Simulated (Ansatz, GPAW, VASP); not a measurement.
**One calculation of Sr, 3 ways**

```
CELL_PARAMETERS angstrom
0.00000 3.04235 3.04235
3.04235 0.00000 3.04235
3.04235 3.04235 0.00000
ATOMIC_POSITIONS crystal
Sr 0.00000 0.00000 0.00000
```

Alike in all runs: task single point; functional RPBE; k mesh 8 × 8 × 8; occupations gaussian, width 0.02 eV; no spin polarisation; no spin-orbit coupling. Pressure is positive in compression and, in plane waves, holds the error of the finite cutoff.

```json
{"program and potentials": "GPAW, the program's PAW data sets (release 1.2.1) made for this functional", "plane-wave cutoff (eV)": "600", "notes": "-", "band gap (eV)": "no gap", "pressure (GPa)": "0.35"}
{"program and potentials": "Ansatz, all-electron LAPW, scalar-relativistic", "plane-wave cutoff (eV)": "-", "notes": "-", "band gap (eV)": "no gap", "pressure (GPa)": "0.30"}
{"program and potentials": "VASP, PBE PAW files Sr_sv_GW, 550 eV", "plane-wave cutoff (eV)": "550", "notes": "potentials made for PBE", "band gap (eV)": "no gap", "pressure (GPa)": "0.30"}
```

None finds a gap. The pressure spans 0.30 (VASP, PBE PAW files Sr_sv_GW, 550 eV) to 0.35 GPa (GPAW, the program's PAW data sets (release 1.2.1) made for this functional), with all-electron results at 0.30.

Differences between rows come from potentials, basis sets and numerical settings, since the functional is the same but for its coding. Runs on potential files found faulty are left out.
